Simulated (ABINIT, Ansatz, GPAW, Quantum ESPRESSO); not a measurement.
# One calculation of V, 4 ways

```
V
1.0
    -1.51435    1.51435    1.51435
     1.51435   -1.51435    1.51435
     1.51435    1.51435   -1.51435
V
1
Direct
  0.00000 0.00000 0.00000
```

Alike in all runs: task band structure; functional PBE; k mesh 12 × 12 × 12; occupations fermi-dirac, width 0.05 eV; collinear spin, ferromagnetic start; no spin-orbit coupling. Pressure is positive in compression and, in plane waves, holds the error of the finite cutoff, which Ansatz's Pulay term estimates and takes out.

```csv
program and potentials,plane-wave cutoff (eV),notes,pressure (GPa),net moment per atom (μB)
"ABINIT, JTH PAW PBE v2.0",408,-,-4.87,0.00
"Ansatz, PseudoDojo stringent (PBE files)",1143,Pulay term of +0.02 GPa included,-5.32,0.00
"GPAW, GPAW PAW data sets (gpaw-data 1.2.1)",600,-,-4.30,0.00
"Quantum ESPRESSO, PseudoDojo 0.4.1 SR PBE standard",1143,-,-5.23,0.00
```

The pressure spans -5.32 (Ansatz, PseudoDojo stringent (PBE files)) to -4.30 GPa (GPAW, GPAW PAW data sets (gpaw-data 1.2.1)). All agree on the net moment per atom. The state is the one that the start led to, which needn't be the lowest.

Differences between rows come from potentials, basis sets and numerical settings, since the functional is the same but for its coding. Runs on potential files found faulty are left out.

All four runs put this body-centred cubic cell under tension, so at the PBE level vanadium would contract from the volume given. The cell is close to the experimental one, and the sign fits PBE's known tendency to overbind this early 3d metal slightly, although it makes many heavier metals too large. The inward pull comes from the partly filled d band, whose occupied states are mostly bonding and favour shorter contacts. The two PseudoDojo runs lie close together and the two PAW runs are less tensile, which may reflect the construction of the potentials as well as residual basis error.

The moment vanishes from a ferromagnetic start, as expected for a paramagnetic metal: the broad d band makes the kinetic cost of spin splitting outweigh the exchange gain, so the Stoner criterion isn't met. The agreement suggests that this result is insensitive to the potential at this volume. With one atom per cell, however, antiferromagnetic order and spin-density waves are excluded by construction.
